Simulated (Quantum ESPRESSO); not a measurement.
## Te under changes of volume

One of the cells (33.925 Å³/atom); the others are scaled copies at fixed shape and fractional positions:

```
CELL_PARAMETERS angstrom
4.45400 0.00000 0.00000
-2.22700 3.85728 0.00000
0.00000 0.00000 5.92400
ATOMIC_POSITIONS crystal
Te 0.73100 0.73100 0.00000
Te 0.00000 0.26900 0.66667
Te 0.26900 0.00000 0.33333
```

- Program: Quantum ESPRESSO 7.5
- Functional: PBEsol
- Potentials or basis: GBRV 1.5 PBEsol
- Cutoff: 612 eV
- Density cutoff: 4898 eV
- k mesh: 7 × 7 × 5
- Occupations: fermi-dirac, width 0.05 eV
- Spin: no spin polarisation

```csv
volume (Å³/atom),energy over the lowest point (meV/atom),pressure (GPa),gap on the mesh (eV)
31.890,10.25,2.5,0.56
32.568,?,?,?
33.247,0.00,0.0,0.57
33.925,1.98,-1.0,0.58
34.604,8.00,-1.9,0.58
35.282,17.64,-2.7,0.59
35.961,30.47,-3.4,0.59
```

Problem. What does the run at 32.568 Å³/atom give?

Solution. Energy over the lowest point 2.57 meV/atom; pressure 1.2 GPa; gap on the mesh 0.57 eV.

Worked out: A Birch-Murnaghan fit of order 3 (a polynomial in V^(-2/3)) to the other rows has its minimum at 33.28 Å³/atom with B0 = V·E''(V) = 52 GPa and B' = 4.7 at fixed shape and positions, which overstates the stiffness. It gives 2.57 meV/atom at 32.568 Å³/atom, against the run's 2.57, and -dE/dV = 1.2 GPa, against 1.2. A straight line through the other rows of the gap, of slope 0.264 eV per unit of ln V, gives 0.57 eV, against the run's 0.57.

Energies are extrapolated to zero smearing.

Caveats: spin-orbit coupling is left out, which moves the levels of the heavy elements; an odd mesh through Γ misses points on the zone boundary, where band edges often lie.
